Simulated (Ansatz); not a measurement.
# Calculated ⁶⁹Ga nuclear quadrupole resonance for GaN

Cell: a COD entry, its atoms then relaxed with PBE in this cell.

```yaml
crystal:
  lattice:
    - [3.18000, 0.00000, 0.00000]
    - [-1.59000, 2.75396, 0.00000]
    - [0.00000, 0.00000, 5.16600]
  atoms:
    - { symbol: Ga, position: [0.33333, 0.66667, 0.00394] }
    - { symbol: Ga, position: [0.66667, 0.33333, 0.50394] }
    - { symbol: N, position: [0.33333, 0.66667, 0.38106] }
    - { symbol: N, position: [0.66667, 0.33333, 0.88106] }
```

Atom numbers follow the list; atoms alike are taken as one site, whose name carries the number of the first.

All values are calculated (Ansatz; DFT, PBE, plane waves and PAW, with spin–orbit coupling, 420 eV cutoff, Γ-centred 11×11×6 k-points, Fermi–Dirac smearing 0.02 eV), not measured.

⁶⁹Ga: I = 3/2, Q = 171.0 mb (year-2017 value). Static lattice, zero field.

Problem. Predict the zero-field ⁶⁹Ga lines of each site.

Solution. For I = 3/2 there is one line, ν = (|C_Q|/2)(1 + η²/3)^½.

| site | atoms | V_zz (10²¹ V/m²) | C_Q (MHz) | η | line frequencies (MHz) |
| --- | --- | --- | --- | --- | --- |
| Ga | 1, 2 | 0.43 | 1.78 | 0.00 | 0.891 |

Problem. And for ⁷¹Ga (I = 3/2, Q = 107.0 mb) on Ga?

Solution. C_Q scales with Q to 1.11 MHz, with lines at 0.557 MHz.

An axis of threefold or higher order runs through Ga, so V_zz lies along it and η is zero.

At this cell the PBE pressure is 7 GPa, so with PBE the cell would grow if it were relaxed.
